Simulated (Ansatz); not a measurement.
Crystal: KCl.

```
CELL_PARAMETERS angstrom
3.83920 0.00000 0.00000
0.00000 3.83920 0.00000
0.00000 0.00000 3.83920
ATOMIC_POSITIONS crystal
K 0.00000 0.00000 0.00000
Cl 0.50000 0.50000 0.50000
```

Measurements of this composition are mostly on another form, of space group No. 225.

| Item | Value |
| --- | --- |
| Program | Ansatz 0.2.0 |
| Task | single point |
| Functional | PBE |
| Potentials or basis | all-electron LAPW, scalar-relativistic |
| Cutoff | 125 eV (chosen from the basis error) |
| Basis error allowed | 0.001 eV/atom |
| k mesh | 7 × 7 × 7 |
| Occupations | fermi-dirac, width 0.05 eV |
| Spin | no spin polarisation |

On this cell: pressure -0.1 GPa; largest force zero by symmetry; band gap on the k mesh 4.82 eV, indirect (least direct gap 5.00 eV).

The same run follows on a disturbed copy (atoms moved at random, drawn with an rms of 0.05 Å):

```
K Cl
1.0
     3.83920    0.00000    0.00000
     0.00000    3.83920    0.00000
     0.00000    0.00000    3.83920
K Cl
1 1
Direct
  0.98999 0.00563 0.00820
  0.49173 0.49777 0.50063
```

Q: What does the disturbed cell give?

A: The energy moves by +0.3 meV/atom; pressure 0.0 GPa; largest force 0.027 eV/Å; band gap on the k mesh 4.82 eV, indirect (least direct gap 5.00 eV).

Forces in eV/Å, atoms in the order of the input:
```
K    0.004 -0.019 -0.018
Cl  -0.004  0.019  0.018
```

Caveats: an odd mesh through Γ misses points on the zone boundary, where band edges often lie.
